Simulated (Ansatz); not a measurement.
CO on a (001) slab of Ru (P6_3/mmc (No. 194)), 4 planes, outer planes Ru (top) and Ru (bottom), 1 a cell of 25.2 Å², relaxed and still whole (its atoms last):

```yaml
crystal:
  lattice:
    - [5.39519, 0.00000, 0.00000]
    - [-2.69759, 4.67237, 0.00000]
    - [0.00000, 0.00000, 25.54873]
  atoms:
    - { symbol: Ru, position: [0.33333, 0.16667, 0.31313] }
    - { symbol: Ru, position: [0.33333, 0.66667, 0.31313] }
    - { symbol: Ru, position: [0.83333, 0.16667, 0.31313] }
    - { symbol: Ru, position: [0.83333, 0.66667, 0.31313] }
    - { symbol: Ru, position: [0.16667, 0.33333, 0.39661] }
    - { symbol: Ru, position: [0.16667, 0.83333, 0.39661] }
    - { symbol: Ru, position: [0.66667, 0.33333, 0.39661] }
    - { symbol: Ru, position: [0.66667, 0.83333, 0.39661] }
    - { symbol: Ru, position: [0.33362, 0.16638, 0.48069] }
    - { symbol: Ru, position: [0.33362, 0.66725, 0.48069] }
    - { symbol: Ru, position: [0.83275, 0.16638, 0.48069] }
    - { symbol: Ru, position: [0.83333, 0.66667, 0.48046] }
    - { symbol: Ru, position: [0.16667, 0.33333, 0.56156] }
    - { symbol: Ru, position: [0.16629, 0.83314, 0.56156] }
    - { symbol: Ru, position: [0.66686, 0.33371, 0.56156] }
    - { symbol: Ru, position: [0.66686, 0.83314, 0.56156] }
    - { symbol: C, position: [0.16667, 0.33333, 0.73618] }
    - { symbol: O, position: [0.16667, 0.33333, 0.69173] }
```

These are results of DFT PBE+D3(BJ), scalar-relativistic, plane waves, PAW (Ansatz), not measurements. Settings: cutoff 420 eV, Γ-centred mesh 4×4×1 on the computed 18-atom cell, Gaussian smearing of 0.10 eV; no spin polarisation. The cell repeats along c with a dipole correction in the vacuum.

It binds with 0.11 eV a molecule against the clean slab and the free molecule (no zero-point or thermal terms); its shortest contact is O–Ru 3.33 Å. Take first-order desorption with no barrier to adsorption, no reaction on the face and an assumed prefactor of 10^13 s⁻¹.

**Question.** How long does a molecule stay at 473 K?

**Answer.** τ = ν⁻¹·exp(E/k_BT) with k_BT = 0.0408 eV: E/k_BT = 2.7, so τ ≈ 1×10^-12 s. At about one hit a site a second (10⁻⁶ mbar) the coverage is near τ × 1 s⁻¹, so a layer needs more than atmospheric pressure.

**Question.** Where does its peak lie in a desorption experiment heated at 2 K/s?

**Answer.** The peak obeys E/(k_B·T_p²) = (ν/β)·exp(−E/k_BT_p). Solving gives T_p ≈ 43 K (E/k_BT_p = 29.6). An error of 0.1 eV in E moves it by about 39 K, and larger molecules have larger prefactors, which lowers it.